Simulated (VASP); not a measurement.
Input of a VASP 6.6.1 run:

INCAR

```
SYSTEM = Ta
PREC = Accurate
ENCUT = 520
EDIFF = 1E-6
ISMEAR = 0
SIGMA = 0.1
LREAL = .FALSE.
LASPH = .TRUE.
NELM = 80
ALGO = Normal
ISIF = 2
LWAVE = .FALSE.
LCHARG = .FALSE.
GGA = PS
```

Contents of KPOINTS:

```
Automatic mesh
0
G
  26 26 26
  0 0 0
```

File POSCAR:

```
Ta
1.0
    0.0000000000      2.0883400000      2.0883400000
    2.0883400000      0.0000000000      2.0883400000
    2.0883400000      2.0883400000      0.0000000000
Ta
1
Direct
    0.0000000000      0.0000000000      0.0000000000
```

Potentials or basis: VASP PAW PBE potentials, release 64 (Ta_pv).

Run with:

```console
$ cat potpaw_PBE.64/Ta_pv/POTCAR > POTCAR
$ mpirun -np 1 vasp_std > vasp.out
```

Question: What does it give for the band gap on the k mesh?

Answer: None (metal or under the smearing width).

Question: Predict the pressure.

Answer: 0.0 GPa.

Caveat: the PAW data sets were made with another functional, which shifts forces and pressure a little. The run has no spin-orbit coupling, so splittings on Ta are missing.
